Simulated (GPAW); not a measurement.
SnTe:

```
Te Sn
1.0
     0.00000    3.61115    3.61115
     3.61115    0.00000    3.61115
     3.61115    3.61115    0.00000
Te Sn
1 1
Cartesian
  1.8056 1.8056 1.8056
  0.0000 0.0000 0.0000
```

Measurements of this composition are mostly on another form, of space group No. 225.

Base run:

* Program: GPAW 26.7.0
* Functional: LDA
* Potentials or basis: the program's PAW data sets (release 1.2.1) made for this functional
* Cutoff: 450 eV
* Basis: pw
* k mesh: 5 × 5 × 5
* Occupations: fermi-dirac, width 0.05 eV
* Spin: no spin polarisation

Its results: pressure -2.9 GPa.

**Question.** The run is repeated on the same cell with these changes: cutoff from 450 eV to 600 eV; k mesh from 5 × 5 × 5 to 7 × 7 × 7. What comes out?

**Answer.** Pressure -2.3 GPa.

Caveats: the cutoff is short for stress and forces, so pressures can be off by a GPa or more (some runs).

Not every run made on this cell is shown here.
